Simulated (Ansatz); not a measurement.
Take a crystal in which C has been replaced by Sn on all its sites, with the cell rescaled by a rough guess (in some cases also distorted within its space group) and nothing relaxed:

```yaml
crystal:
  lattice:
    - [0.00000, 2.69773, 2.69773]
    - [2.69773, 0.00000, 2.69773]
    - [2.69773, 2.69773, 0.00000]
  atoms:
    - { symbol: Sn, position: [0.50000, 0.50000, 0.50000] }
    - { symbol: Sn, position: [0.75000, 0.75000, 0.75000] }
```

Level of theory: Ansatz 0.2.0, DFT PBE, scalar-relativistic, plane waves, PAW.

Settings: cutoff 420 eV, Γ-centred mesh 14×14×14 on the computed 2-atom cell, Gaussian smearing of 0.10 eV; no spin polarisation.

**Question.** What pressure does the cell carry?

**Answer.** The pressure is 100.8 GPa (positive in compression), so the cell would expand.

**Question.** Is it a metal on this mesh?

**Answer.** Yes, a band crosses the Fermi level.